One bond length, several frequencies

Hexagonal diamond has one kind of atom and, in this cell, one nearest-neighbour bond length. The naive guess is therefore that its optical vibrations crowd together at one bond-stretching frequency. Most of them do lie fairly close together, but one pair sits at less than half the frequency of the rest.

Phonon frequencies of hexagonal diamond (P6_3/mmc, 4 atoms per cell) at zero wave vector, with the volume expanded by 4 %, from density-functional perturbation theory in Ansatz 0.2.0. The calculation used PBEsol with spin–orbit coupling, PAW datasets made for PBE, a 420 eV plane-wave cutoff and a 9×9×5 k mesh; the frequencies of rigid translations are set to zero.

```
row  phonon q row (row)  phonon frequency (cm⁻¹)
  1                   1                      0.0
  2                   1                      0.0
  3                   1                      0.0
  4                   1                    515.4
  5                   1                    515.4
  6                   1                   1042.3
  7                   1                   1118.2
  8                   1                   1118.2
  9                   1                   1208.8
 10                   1                   1232.8
 11                   1                   1232.8
 12                   1                   1251.6
```

The values come from a PBEsol calculation at zero wave vector, where every unit cell vibrates in step. Phonon q row 1 labels this one wave vector, and phonon frequency is the wavenumber of each mode. The three zeros are motions of the whole crystal, set to zero by construction. The cell volume was expanded by 4 %, which generally softens carbon–carbon stretching, so the frequencies should not be read as those of the unstrained crystal.

Planes that move as rigid sheets

Look at the crystal from the side, with the hexagonal axis c pointing up. Atoms form horizontal planes, and at zero wave vector each plane moves as a rigid sheet. Going up, an atom is joined to the next plane alternately by three slanted bonds and by one upright bond. Two planes joined by slanted bonds form a bilayer, and the repeating cell holds two bilayers.

By symmetry, the doublets are sideways motions, which have two equivalent directions, and the singlets are motions along c. For each direction there are three simple patterns. In the first, the bilayers stay rigid and move against each other, so only upright bonds are strained. In the second, the two ends of each upright bond move together and only slanted bonds are strained. In the third, every plane moves against both its neighbours and all bonds are strained.

Why one pair is so low

Sliding rigid bilayers sideways tilts the upright bonds without stretching them to first order. The restoring force then comes mainly from bond angles, which in tetrahedrally bonded carbon are much softer than bond lengths. This is the pair at 515 cm⁻¹. It is the counterpart of a transverse acoustic vibration of cubic diamond, the one at the zone boundary along a body diagonal of the cube, brought to zero wave vector by the longer hexagonal repeat.

The second sideways pattern stretches slanted bonds and lies at 1118 cm⁻¹. The third does the same and tilts the upright bonds as well, which raises it only a little further, to 1233 cm⁻¹. If bending cost nothing, the lowest pair would fall to zero and the upper two would merge.

A sum rule with no fitted number

Let m be the atomic mass, ω the angular frequency, and K₁ and K₂ the effective springs per atom of the upright and slanted connections. Suppose that only adjacent planes interact. In each pattern the strained connections change by twice the displacement of one atom, so

rigid bilayers: ω² = 2K₁/m
motion inside bilayers: ω² = 2K₂/m
all neighbours opposed: ω² = 2(K₁ + K₂)/m

The third squared frequency is thus the sum of the other two. For the doublets this gives

√(515.4² + 1118.2²) = 1231 cm⁻¹

The calculation has 1232.8 cm⁻¹, so the rule is low by about 0.1 % of the computed value. Sideways, the planes behave as if each felt only its immediate neighbours.

Why the singlets are closer together

Along c the same rule fails badly. It puts the highest singlet at 1596 cm⁻¹, while the calculation has 1252 cm⁻¹. The failure doesn't depend on which singlet has which pattern, because in such a chain the third level must be the highest.

What the chain leaves out is the force between planes two steps apart. When all neighbours are opposed, planes two steps apart move together, and this force does nothing. In the other two patterns they move against each other, so a restoring force between them raises both frequencies. The levels of these two patterns are therefore pushed up towards that of the third.

Such a force can arise because an upright and a slanted bond that meet at one atom together span three planes. Motion along c can change the lengths of both, and a coupling between these changes links the planes at their far ends. The cost of bending the angle between the two bonds adds a second link. Sideways motion leaves the length of the upright bond unchanged to first order, so the first link is absent. The second also vanishes sideways if bending is written as in the model below, but not for every way of writing it: independent length and angle springs would put the highest doublet at 1301 cm⁻¹.

A bond model for both directions

The picture can be tested with three energy terms on ideal tetrahedra. A measures the stiffness of a bond length, B the cost of changing the scalar product of two bonds at one atom, and F the coupling between the stretches of two such bonds. With all three scaled to squared wavenumbers, the levels, in the same order of patterns, are

sideways: 8B/3, (4A + 8B − 8F)/3, (4A + 16B − 8F)/3
along c: A + 2B/3, (A + 26B + 4F)/3, (4A + 16B − 8F)/3

The two lower doublets and the lowest singlet fix the constants. The model then places the middle singlet 2.4 % and the highest singlet 1.6 % below their computed values. For the highest doublet it only repeats the sum rule. Without F, the two lower singlets come out about 150 cm⁻¹ too low, so the coupling between stretches matters.

This agreement supports the picture without proving it. The values of A, B and F depend on how bending is written and shouldn't be read as separate material properties. The patterns of the singlets are also inferred from the model, not read from the calculation: if those of the upper two are exchanged, the larger miss grows from 29 to 72 cm⁻¹. The printed output after this text compares the model with every row.

The small gap at the top

With the patterns assigned as above, the model gives the highest singlet and the highest doublet the same frequency, but the calculation separates them by 19 cm⁻¹. If the upper two singlets are exchanged, the partner of the highest doublet lies 24 cm⁻¹ below it instead. In cubic diamond the corresponding three vibrations are equal by symmetry; in the hexagonal crystal nothing requires this. The gap is not the electric-field splitting known from polar crystals, because the atoms carry no effective charge for these vibrations.

The model includes only bonds that share an atom, and such bonds form the same tetrahedron in both crystals. Forces reaching further can sense the different stacking and are the likely origin of the gap, though this has not been tested separately. Its size may also depend on the cell shape and on the heights of the atoms in the cell. Here both are those of nearly perfect tetrahedra, while in a relaxed crystal the upright and slanted bonds may differ slightly in length.

Output of the analysis:

```
Highest doublet from adjacent-plane sum rule (1/cm): 1231
Its miss, rule less table (1/cm): -1.537
Highest singlet from adjacent-plane sum rule (1/cm): 1596
Its miss, rule less table (1/cm): 344.5
Sideways spring of slanted bonds over that of upright bond (ratio): 4.707
Bond models against the calculation (1/cm):
  row  computed  three constants    miss  two constants  miss of two
    1         0                0       0              0            0
    2         0                0       0              0            0
    3         0                0       0              0            0
    4     515.4            515.4       0          515.4            0
    5     515.4            515.4       0          515.4            0
    6      1042             1042       0          897.2       -145.1
    7      1118             1118       0           1118            0
    8      1118             1118       0           1118            0
    9      1209             1179  -29.42           1053       -155.5
   10      1233             1231  -1.537           1231       -1.537
   11      1233             1231  -1.537           1231       -1.537
   12      1252             1231  -20.34           1231       -20.34
Miss of three-constant model for row 9 (percent): -2.434
Miss of three-constant model for row 12 (percent): -1.625
Highest doublet if length and pure angle springs are independent (1/cm): 1301
Row 6 predicted if rows 6 and 9 swap roles (1/cm): 1329
Miss of row 12 if rows 9 and 12 swap roles (1/cm): -72.22
Miss of row 9 if rows 9 and 12 swap roles (1/cm): 22.46
Highest singlet less highest doublet (1/cm): 18.8
```
